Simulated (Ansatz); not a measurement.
**SiO2, one structure, two calculations**

Cell: a Materials Project structure (computed, not necessarily an observed phase).

Space group Pmma (No. 51); a = 5.2383, b = 7.4406, c = 8.1229 Å.

| site | Wyckoff | site symmetry | x | y | z |
| --- | --- | --- | --- | --- | --- |
| Si1 | 4k | m.. | 0.2500 | 0.2113 | 0.1053 |
| Si5 | 2f | mm2 | 0.2500 | 0.5000 | 0.3869 |
| O7 | 4g | .2. | 0.0000 | 0.2627 | 0.0000 |
| O11 | 2e | mm2 | 0.2500 | 0.0000 | 0.1483 |
| O13 | 4k | m.. | 0.2500 | 0.3219 | 0.2744 |
| O17 | 2d | .2/m. | 0.5000 | 0.5000 | 0.5000 |

One atom of each set is listed.

First run. The numbers come from a DFT calculation in Ansatz (PBE, plane waves and PAW, scalar-relativistic, 420 eV cutoff, Γ-centred 4×3×3 k-points, Fermi–Dirac smearing 0.02 eV).

```csv
site,V_zz (10²¹ V/m²),η
Si1,0.87,0.55
Si5,0.49,0.38
O7,9.61,0.12
O11,9.66,0.09
O13,9.84,0.11
O17,10.34,0.01
```

Second run. The same atoms and settings, except that the functional is r2SCAN and the cutoff is 500 eV.

(1) Given the first result, estimate the second.

Results:

(1) 

```
site   V_zz     η  change of V_zz
 Si1   0.84  0.59           -0.03
 Si5   0.47  0.35           -0.02
  O7   9.48  0.12           -0.13
 O11   9.52  0.08           -0.14
 O13   9.73  0.11           -0.11
 O17  10.23  0.01           -0.11
```

The largest change of V_zz is on O11, from 9.66 to 9.52. In per cent, |V_zz| changes by -3 on Si, -1 on O (all sites that start above 0.5).

For the first run: The largest force is 0.3 eV/Å, so the atoms aren't at the calculated equilibrium and relaxing them would move these values.
